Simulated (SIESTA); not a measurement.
TiSi2 under changes of volume

One of the cells (14.446 Å³/atom); the others are scaled copies at fixed shape and fractional positions:

```
Ti Si
1.0
    -1.48263    1.72347    4.23998
     1.48263   -1.72347    4.23998
     1.48263    1.72347   -4.23998
Ti Si
1 2
Direct
  0.00000 0.00000 0.00000
  0.67008 0.67008 0.00000
  0.32992 0.32992 0.00000
```

The cell comes from a database or a generator and needn't be the stable form of this composition.

| Item | Value |
| --- | --- |
| Program | SIESTA 5.4.2 |
| Functional | PBEsol |
| Potentials or basis | PseudoDojo 0.4 standard (PBEsol files) |
| Basis | DZP (energy shift 0.003 Ry; two zetas on semicore shells) |
| Grid cutoff | 800 Ry |
| Energy shift | 0.003 Ry |
| k mesh | 12 × 12 × 12 |
| Occupations | fermi-dirac, width 0.05 eV |
| Spin | no spin polarisation |

| volume (Å³/atom) | energy over the lowest point (meV/atom) | pressure (GPa) | largest force (eV/Å) |
| --- | --- | --- | --- |
| 13.313 | ? | ? | ? |
| 13.596 | 2.49 | 3.1 | 0.012 |
| 13.879 | 0.00 | -0.1 | 0.028 |
| 14.446 | 10.36 | -5.5 | 0.051 |
| 14.729 | 22.19 | -7.8 | 0.065 |
| 15.012 | 37.88 | -9.8 | 0.081 |

Problem. What does the run at 13.313 Å³/atom give?

Solution. Energy over the lowest point 10.91 meV/atom; pressure 6.6 GPa; largest force 0.000 eV/Å.

Worked out: A Birch-Murnaghan fit of order 3 (a polynomial in V^(-2/3)) to the other rows has its minimum at 13.87 Å³/atom with B0 = V·E''(V) = 147 GPa and B' = 4.1 at fixed shape and positions, which overstates the stiffness. It gives 10.84 meV/atom at 13.313 Å³/atom, against the run's 10.91, and -dE/dV = 6.5 GPa, against 6.6.

Energies are extrapolated to zero smearing.

Caveats: the basis of atomic orbitals isn't converged, which shifts pressures, moduli and gaps.
